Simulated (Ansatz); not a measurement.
# Yb (fcc type): the cost of one run

Computed with Ansatz 0.2.0 (DFT, PBE, PAW with Ansatz's default frozen-core files, scalar-relativistic, unless a step's input says otherwise).

### Step 1. The structure to begin with

Symmetry: Fm-3m, No. 225, cubic system. Conventional cell: a = 5.223 Å, b = 5.223 Å, c = 5.223 Å, α = 90.00°, β = 90.00°, γ = 90.00°. Yb (site symmetry m-3m) is surrounded by 12 Yb at 3.69 Å.

Coordinates:

```
Yb
1.0
     0.00000    2.61159    2.61159
     2.61159    0.00000    2.61159
     2.61159    2.61159    0.00000
Yb
1
Direct
  0.00000 0.00000 0.00000
```

### Step 2. Cell relaxed at zero pressure, PAW

File input.yaml:

```yaml
crystal:
  lattice:
    - [0.0, 2.6115853807, 2.6115853807]
    - [2.6115853807, 0.0, 2.6115853807]
    - [2.6115853807, 2.6115853807, 0.0]
  atoms:
    - { symbol: Yb, position: [0.0, 0.0, 0.0] }
kpoints:
  mp_grid: { grid: [13, 13, 13] }
scf:
  occupations: { method: fermi_dirac, width: 0.1 }
hamiltonian:
  xc: pbe
  pseudopotentials: { kind: paw }
output:
  forces: true
  stress: true
relax:
  f_tol: 0.005
  max_steps: 40
  cell: {}
```

Launch:

```console
$ ansatz run input.yaml --threads 2 --pin off --max-ram 7168MiB --backend cpu --events-out ev --progress --plain --runs-dir out
```

**Question.** How long does this run take on 2 threads of Intel Xeon Platinum 8488C (Sapphire Rapids), shared host, and how much memory does it need?

About 3 s, with a peak of 0.41 GiB.
